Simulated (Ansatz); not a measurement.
# Ba: two-dimensional strain map

Computed with DFT PBE, scalar-relativistic, plane waves, PAW in Ansatz 0.2.0. Settings: plane waves to 420 eV, k-mesh 14×14×14 (Γ-centred), Gaussian smearing 0.15 eV. No spin polarisation. Energies are free energies at this smearing, counted from the undisturbed cell; pressure is positive in compression.

The starting cell (as given, not relaxed at this level; it stands at 0.1 GPa):

```
Ba
1.0
    -2.50000    2.50000    2.50000
     2.50000   -2.50000    2.50000
     2.50000    2.50000   -2.50000
Ba
1
Cartesian
  0.0000 0.0000 0.0000
```

The cell is strained by p along both x and y and by q along z, fractional coordinates fixed. Points are written (p, q).

Energy above the undisturbed cell in meV/atom (a dash: not computed):

| p \ q | -0.030 | -0.015 | 0.000 | 0.015 | 0.030 |
| --- | --- | --- | --- | --- | --- |
| -0.030 | 18.8 | 13.7 | 9.8 | 6.9 | 5.1 |
| -0.015 | 9.3 | 5.6 | 3.0 | 1.6 | 1.1 |
| 0.000 | 3.6 | 1.2 | 0.0 | -0.1 | 0.7 |
| 0.015 | 1.4 | 0.3 | 0.4 | 1.5 | 3.5 |
| 0.030 | 2.6 | 2.6 | 3.9 | 6.2 | 9.4 |

Pressure in GPa:

| p \ q | -0.030 | -0.015 | 0.000 | 0.015 | 0.030 |
| --- | --- | --- | --- | --- | --- |
| -0.030 | 1.0 | 0.9 | 0.7 | 0.6 | 0.4 |
| -0.015 | 0.7 | 0.5 | 0.4 | 0.3 | 0.1 |
| 0.000 | 0.4 | 0.3 | 0.1 | 0.0 | -0.1 |
| 0.015 | 0.1 | 0.0 | -0.1 | -0.3 | -0.4 |
| 0.030 | -0.1 | -0.3 | -0.4 | -0.5 | -0.6 |